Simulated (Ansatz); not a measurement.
Method: DFT PBE, scalar-relativistic, plane waves, PAW (Ansatz 0.2.0). All cells share a 420 eV cutoff and Γ-centred k meshes spaced at most about 0.3 Å⁻¹ (about 0.25 or finer for metals, 2π included). Cells run with spin keep no moment; the others have no spin polarisation.

These are static total energies at zero pressure. Both are relaxed sheets, periodic along a and b.

Two forms of Rh were relaxed alike.

A.

```cif
data_structure
_symmetry_space_group_name_H-M 'P 1'
_symmetry_Int_Tables_number 1
_cell_length_a 2.4297
_cell_length_b 2.4297
_cell_length_c 23.8000
_cell_angle_alpha 90.000
_cell_angle_beta 90.000
_cell_angle_gamma 93.935
_cell_volume 140.17
loop_
_atom_site_label
_atom_site_type_symbol
_atom_site_fract_x
_atom_site_fract_y
_atom_site_fract_z
_atom_site_occupancy
Rh1 Rh 0.50000 0.50000 0.29412 1
```

B.

```cif
data_structure
_symmetry_space_group_name_H-M 'P 1'
_symmetry_Int_Tables_number 1
_cell_length_a 3.8022
_cell_length_b 3.8022
_cell_length_c 26.9530
_cell_angle_alpha 90.000
_cell_angle_beta 90.000
_cell_angle_gamma 120.000
_cell_volume 337.45
loop_
_atom_site_label
_atom_site_type_symbol
_atom_site_fract_x
_atom_site_fract_y
_atom_site_fract_z
_atom_site_occupancy
Rh1 Rh 0.66667 0.33333 0.28205 1
Rh2 Rh 0.33333 0.66667 0.31157 1
```

Question: Which form is favoured at zero pressure, and by what margin per atom?

Answer: They are level within the accuracy (3 meV/atom apart, with A the lower in these runs). A has layer group cmmm (No. 47), 5.9 Å²/atom and no gap on its mesh; B has layer group p-3m1 (No. 72), 6.3 Å²/atom and a gap of 0.38 eV. Counting all near atoms (those within 1.25 times the shortest distance at each site), A has Rh 4 and B has Rh 3. Both come from invented guesses.

For metals, differences of a few meV/atom aren't resolved. Kohn–Sham gaps at this level usually fall short of measured ones. Cells relaxed within their symmetry can be saddle points.
